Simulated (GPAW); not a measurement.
Wanted: an ASE script for a GPAW 26.7.0 run.

```yaml
Task: relaxation of cell and atoms
Functional: PBEsol
Dispersion: D3(BJ)
Potentials_or_basis: PAW data sets generated in the run's folder for this functional
Cutoff: 600 eV
Basis: pw
k_mesh: 10 × 10 × 10
Occupations: fermi-dirac, width 0.05 eV
Spin: no spin polarisation
Maxiter: 150
Optimizer: BFGS
Fmax: 0.02 eV/Å
Max_steps: 60
Convergence: density=1e-05 forces=0.0001
```

Sb:

```
Sb
1.0
    -1.87134    1.87134    1.87134
     1.87134   -1.87134    1.87134
     1.87134    1.87134   -1.87134
Sb
1
Cartesian
  0.0000 0.0000 0.0000
```

This isn't the form of Sb at room conditions, which is rhombohedral.

The input as run:

run.py

```python
from ase import Atoms
from ase.calculators.mixing import SumCalculator
from ase.filters import FrechetCellFilter
from ase.io import write
from ase.optimize import BFGS
from dftd3.ase import DFTD3
from gpaw import GPAW, PW, setup_paths

setup_paths.insert(0, '.')

atoms = Atoms(['Sb'],
              cell=[[-1.8713408863, 1.8713408863, 1.8713408863],
                    [1.8713408863, -1.8713408863, 1.8713408863],
                    [1.8713408863, 1.8713408863, -1.8713408863]],
              scaled_positions=[[0.0, 0.0, 0.0]],
              pbc=True)

calc = GPAW(mode=PW(600),
            xc='PBEsol',
            kpts={'size': (10, 10, 10), 'gamma': True},
            occupations={'name': 'fermi-dirac', 'width': 0.05},
            nbands=15,
            convergence={'density': 1e-05, 'forces': 0.0001},
            maxiter=150,
            txt='gpaw.txt')
atoms.calc = SumCalculator([calc, DFTD3(method='pbesol', damping='d3bj')])
opt = BFGS(FrechetCellFilter(atoms), trajectory='relax.traj', logfile='-')
done = opt.run(fmax=0.02, steps=60)
calc.write('gs.gpw')
write('result.traj', atoms)
print('Converged:', done)
print('Cell:', atoms.cell.cellpar().round(4))
print('Volume:', round(atoms.get_volume(), 4))
print(atoms.get_scaled_positions().round(5))
```

Potentials or basis: PAW data sets generated in the run's folder for this functional, pw.

The run is started by

```console
$ gpaw-setup -f PBEsol Sb
$ OMP_NUM_THREADS=1 python run.py
```

Results of the run:

```
Relaxed volume                         : 24.75 Å³/atom
Relaxed cell                           : a = 3.180 Å, b = 3.180 Å, c = 3.180 Å, α = 109.47°, β = 109.47°, γ = 109.47°
Space group after relaxing (to 0.05 Å) : Im-3m (No. 229)
Energy gained by relaxing              : 16.9 meV/atom
Ionic steps                            : 3
Pressure after relaxing                : 0.1 GPa
Band gap on the k mesh                 : none (metal or under the smearing width)
Dispersion energy per atom             : -0.553 eV
```

Caveat: later steps reuse the first step's grids; pairwise dispersion overbinds metals, which lowers pressure and volume.

Run time: 33 s on 1 thread of Arm Neoverse V1, with other jobs on the host, peak memory 0.16 GiB.
